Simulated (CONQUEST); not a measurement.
# Cu (P-1) in CONQUEST: convergence with scf tolerance

Aim: find how far scf tolerance must go before the results for Cu settle, at PBE. This setting moves, with any that are tied to it; all else stays.

Program: CONQUEST 1.3. These are calculated values, not measurements. Logs are shortened: lines on timing, memory, paths and dates and some standing lists are left out, and cuts for length are marked.

## 1. The cell of the first run

The typed cell holds 2 atoms: a = 2.556 Å, b = 2.556 Å, c = 3.615 Å, α = 90.00°, β = 90.00°, γ = 90.00°.

The cell isn't the ideal one: atoms moved at random.

## 2. With scf tolerance 0.01

Input file Conquest_input:

```
IO.Title Cu
IO.Coordinates coords.dat
IO.FractionalAtomicCoords T
IO.Iprint 2
IO.Iprint_init 1
General.NumberOfSpecies 1
General.PseudopotentialType hamann
AtomMove.TypeOfRun static
AtomMove.FullStress T
Grid.GridCutoff 150
DM.SolutionMethod diagon
Diag.MPMesh T
Diag.GammaCentred T
Diag.MPMeshX 8
Diag.MPMeshY 8
Diag.MPMeshZ 5
Diag.kT 0.00183747
minE.SCTolerance 0.01
SC.MaxIters 100
IO.AtomChargeOutput T
%block ChemicalSpeciesLabel
1 63.550 Cu
%endblock
```

Input file coords.dat:

```
    4.8305009387     0.0000000000     0.0000000000
    0.0000000000     4.8305009387     0.0000000000
    0.0000000000     0.0000000000     6.8313599405
2
 -0.0082350000   0.0069280000   0.0050110000 1 T T T
  0.5173350000   0.5026160000   0.4916460000 1 T T T
```

Potentials or basis: PseudoDojo NC PBE, SZP, grid cutoff 150 Ha.

Run with:

```bash
$ OMP_NUM_THREADS=1 Conquest
```

Wall time 18 s (1 thread of AMD EPYC 7B13 (Zen 3), shared host); peak memory 0.44 GiB.

What came out:

| Item | Value |
| --- | --- |
| Free energy | -10320.0122 eV |
| Pressure | -366.3 GPa |
| Largest force | 0.892 eV/Å |
| Band gap on the k mesh | none (metal or under the smearing width) |

## 3. With scf tolerance 0.001

Conquest_input: that of step 2 with these lines changed.

```diff
@@ -17,3 +17,3 @@
 Diag.kT 0.00183747
-minE.SCTolerance 0.01
+minE.SCTolerance 0.001
 SC.MaxIters 100
```

coords.dat is that of step 2.

Potentials or basis: PseudoDojo NC PBE, SZP, grid cutoff 150 Ha.

Run with:

```bash
$ OMP_NUM_THREADS=1 Conquest
```

Wall time 22 s (1 thread of AMD EPYC 7B13 (Zen 3), shared host); peak memory 0.45 GiB.

What came out:

```
Free energy            : -10318.4201 eV
Pressure               : 41.4 GPa
Largest force          : 0.392 eV/Å
Band gap on the k mesh : none (metal or under the smearing width)
```

## 4. With scf tolerance 0.0001

Conquest_input: that of step 3 with these lines changed.

```diff
@@ -17,3 +17,3 @@
 Diag.kT 0.00183747
-minE.SCTolerance 0.001
+minE.SCTolerance 0.0001
 SC.MaxIters 100
```

coords.dat is that of step 3.

Run with:

```bash
$ OMP_NUM_THREADS=1 Conquest
```

Wall time 30 s (1 thread of AMD EPYC 7B13 (Zen 3), shared host); peak memory 0.45 GiB.

The run converged. Its results:

```
Free energy            : -10318.3861 eV
Pressure               : 1.3 GPa
Largest force          : 0.434 eV/Å
Band gap on the k mesh : none (metal or under the smearing width)
```

## 5. With scf tolerance 1e-05

Conquest_input: that of step 4 with these lines changed.

```diff
@@ -17,3 +17,3 @@
 Diag.kT 0.00183747
-minE.SCTolerance 0.0001
+minE.SCTolerance 1e-05
 SC.MaxIters 100
```

coords.dat is that of step 4.

Run with:

```bash
$ OMP_NUM_THREADS=1 Conquest
```

Wall time 34 s (1 thread of AMD EPYC 7B13 (Zen 3), shared host); peak memory 0.45 GiB.

Results (log left out):

| Quantity | Value |
| --- | --- |
| Free energy | -10318.3860 eV |
| Pressure | 3.4 GPa |
| Largest force | 0.441 eV/Å |
| Band gap on the k mesh | none (metal or under the smearing width) |

## 6. With scf tolerance 1e-06

Conquest_input: that of step 5 with these lines changed.

```diff
@@ -17,3 +17,3 @@
 Diag.kT 0.00183747
-minE.SCTolerance 1e-05
+minE.SCTolerance 1e-06
 SC.MaxIters 100
```

coords.dat is that of step 5.

Potentials or basis: PseudoDojo NC PBE, SZP, grid cutoff 150 Ha.

Run with:

```bash
$ OMP_NUM_THREADS=1 Conquest
```

Wall time 42 s (1 thread of AMD EPYC 7B13 (Zen 3), shared host); peak memory 0.45 GiB.

It converged, with:

```yaml
Free_energy: -10318.3860 eV
Pressure: 3.3 GPa
Largest_force: 0.440 eV/Å
Band_gap_on_the_k_mesh: none (metal or under the smearing width)
```

## 7. With scf tolerance 1e-07

Conquest_input: that of step 6 with these lines changed.

```diff
@@ -17,3 +17,3 @@
 Diag.kT 0.00183747
-minE.SCTolerance 1e-06
+minE.SCTolerance 1e-07
 SC.MaxIters 100
```

coords.dat is that of step 6.

Run with:

```bash
$ OMP_NUM_THREADS=1 Conquest
```

Run time: 47 s. Hardware: 1 thread of AMD EPYC 7B13 (Zen 3), shared host; peak memory 0.44 GiB.

It converged, with:

| Quantity | Value |
| --- | --- |
| Free energy | -10318.3860 eV |
| Pressure | 3.3 GPa |
| Largest force | 0.440 eV/Å |
| Band gap on the k mesh | none (metal or under the smearing width) |

## 8. With scf tolerance 1e-08

Conquest_input: that of step 7 with these lines changed.

```diff
@@ -17,3 +17,3 @@
 Diag.kT 0.00183747
-minE.SCTolerance 1e-07
+minE.SCTolerance 1e-08
 SC.MaxIters 100
```

coords.dat is that of step 7.

Run with:

```bash
$ OMP_NUM_THREADS=1 Conquest
```

Run time: 55 s. Hardware: 1 thread of AMD EPYC 7B13 (Zen 3), shared host; peak memory 0.44 GiB.

It converged, with:

```
Free energy            : -10318.3860 eV
Pressure               : 3.3 GPa
Largest force          : 0.440 eV/Å
Band gap on the k mesh : none (metal or under the smearing width)
```

## 9. With scf tolerance 1e-09

Conquest_input: that of step 8 with these lines changed.

```diff
@@ -17,3 +17,3 @@
 Diag.kT 0.00183747
-minE.SCTolerance 1e-08
+minE.SCTolerance 1e-09
 SC.MaxIters 100
```

coords.dat is that of step 8.

Potentials or basis: PseudoDojo NC PBE, SZP, grid cutoff 150 Ha.

Run with:

```bash
$ OMP_NUM_THREADS=1 Conquest
```

The program printed:

```text
Simulation cell dimensions:     4.8305 a0 x     4.8305 a0 x     6.8314 a0

      Atomic coordinates (a0)
         Atom         X         Y         Z  Species
            1    4.7907    0.0335    0.0342        1
            2    2.4990    2.4279    3.3586        1

         Monkhorst-Pack mesh:   8 x   8 x   5 gamma-centred
        This calculation includes non-local pseudopotentials,
         with a maximum core radius of      7.11619042

    Job title: Cu
    Job to be run: static calculation

[... 5 lines left out ...]
      Using Fermi-Dirac smearing

    Integration grid size:     32 x   32 x   40

    Integration grid spacing:  0.151 a0 x 0.151 a0 x 0.171 a0

    Number of species:  1
    --------------------------------------------------------
    |   #  mass (au)  Charge (e)  SF Rad (a0)  NSF  Label  |
    --------------------------------------------------------
    |   1     63.550      19.000        7.344   13  Cu     |
    --------------------------------------------------------
          SCF tolerance:                 0.00000000
          SCF iterations:               100

    The functional used will be GGA PBE96

           radial cut-off to be used is taken to be max PAO cut-off radius for this species:    7.116190

           greatest ang. mom. for making density from PAOs:  2
    Minimum blocs/proc is      640. Maximum blocs/proc is      640
    set_atom_dens: In set_atomic_density, electrons :      38.000000000000
 matrix_size & matrix_size_padH =           26          26

    Screened ion int: energy:    -327.645002206017 Ha

    new_SC_potl: Starting.  Tolerance:  0.10000E-08

    PulayMixSC: Starting Pulay mixing, A_up =  0.500 A_dn =  0.500
    PulayMixSC: Spin non-polarised calculation.
          Harris-Foulkes Energy            :      -379.252977395359665 Ha
          GroundState Energy (E-(1/2)TS)   :      -379.253215631153296 Ha
          Free Energy (E-TS)               :      -379.253453866946927 Ha
          DFT Total Energy                 :      -379.113773574832464 Ha
          Total number of electrons        :        37.999999999999851
    PulayMixSC: Pulay iteration     1 residual:              0.58293E-02
          Harris-Foulkes Energy            :      -379.194658928181752 Ha
          GroundState Energy (E-(1/2)TS)   :      -379.194801200707332 Ha
          Free Energy (E-TS)               :      -379.194943473232854 Ha
          DFT Total Energy                 :      -379.192047286281991 Ha
          Total number of electrons        :        38.000007208371656
    PulayMixSC: Pulay iteration     2 residual:              0.91482E-03
          Harris-Foulkes Energy            :      -379.193436930107453 Ha
          GroundState Energy (E-(1/2)TS)   :      -379.193575030492696 Ha
          Free Energy (E-TS)               :      -379.193713130877939 Ha
          DFT Total Energy                 :      -379.193410539546107 Ha
          Total number of electrons        :        38.000011328324881
[... 40 lines left out ...]
          DFT Total Energy                 :      -379.193415967860744 Ha
          Total number of electrons        :        38.000017126283794
    PulayMixSC: Pulay iteration    10 residual:              0.48161E-08
          Harris-Foulkes Energy            :      -379.193416004446817 Ha
          GroundState Energy (E-(1/2)TS)   :      -379.193554586223684 Ha
          Free Energy (E-TS)               :      -379.193693168000550 Ha
          DFT Total Energy                 :      -379.193416004447045 Ha
          Total number of electrons        :        38.000017037306577
    PulayMixSC: Pulay iteration    11 residual:              0.15232E-08
          Harris-Foulkes Energy            :      -379.193415976821257 Ha
          GroundState Energy (E-(1/2)TS)   :      -379.193554558667415 Ha
          Free Energy (E-TS)               :      -379.193693140513574 Ha
          DFT Total Energy                 :      -379.193415976820859 Ha
          Total number of electrons        :        38.000017149076911
    PulayMixSC: Pulay iteration    12 residual:              0.54590E-09
    PulayMixSC: Reached SCF tolerance of  0.54590E-09 after     12 iterations
      | Number of electrons      =        38.000017
      |* band energy as 2Tr[K.H] =       -56.893454093060200 Ha
      |  screened ion-ion energy =      -327.645002206017409 Ha
      |  Ha correction           =         3.773967693316441 Ha
      |  XC correction           =         1.571072614573030 Ha
      | GS Energy as E-(1/2)TS   =      -379.193554558667415 Ha
      | Free Energy as E-TS      =      -379.193693140513574 Ha
      |* Harris-Foulkes energy   =      -379.193415976821257 Ha
      |* DFT total energy        =      -379.193415976820859 Ha
      |  estimated accuracy      =        -0.000000000000398 Ha

    force: Forces on atoms (Ha/a0)
    force:  Atom   X              Y              Z
    force:     1   0.0048271142  -0.0009571705  -0.0070026993
    force:     2  -0.0045516371   0.0008379050   0.0071580439

    force: Maximum force :        0.00715804(Ha/a0) on atom         2 in z direction
    force: Force Residual:        0.00854143 Ha/a0
    force: Total stress:         -3.66105049     0.21721825     0.41770528 GPa
                             0.21721825    -4.04164526    -0.07853273
                             0.41770528    -0.07853273    -2.26795489
    force: Average pressure:      3.32355022 GPa

    force: Finished force
    get_E_and_F: Change in energy during last step of electronic optimisation:  0.27626E-07

    BIBLIOGRAPHY: Please consider citing the following references in the conquest.bib file

    CONQUEST:         Bowler2002pt, Miyazaki2004, Nakata2020
    Basis:            Bowler2019
    DM:               Bowler:2006xr
    Pseudopotentials: Hamann2013, Bowler2019
    XC functional:    Perdew1996
```

It took 62 s on 1 thread of AMD EPYC 7B13 (Zen 3), shared host; peak memory 0.45 GiB.

What came out:

```
Free energy            : -10318.3860 eV
Pressure               : 3.3 GPa
Largest force          : 0.440 eV/Å
Band gap on the k mesh : none (metal or under the smearing width)
```

## 10. The series at a glance

```csv
scf tolerance,"energy less the tightest run, at zero smearing (meV/atom)",pressure (GPa),largest force (eV/Å),SCF cycles,CPU time (s),peak memory (GiB)
0.01,-811.73,-366.31,0.892,1,18,0.44
0.001,-16.96,41.38,0.392,2,22,0.45
0.0001,-0.03,1.27,0.434,4,30,0.45
1e-05,0.00,3.42,0.441,5,34,0.45
1e-06,0.00,3.31,0.440,7,42,0.45
1e-07,0.00,3.32,0.440,8,47,0.44
1e-08,0.00,3.32,0.440,10,55,0.44
1e-09,0.00,3.32,0.440,12,62,0.45
```

Against the tightest run, the energy stays within 1 meV/atom from 0.0001 on; the pressure stays within 0.1 GPa from 1e-06 on; the largest force stays within 0.005 eV/Å from 1e-05 on. The tightest run that finished is the yardstick and may itself not be fully converged.

Caveats: the atomic basis is small; the basis of atomic orbitals isn't converged, which shifts pressures, moduli and gaps.
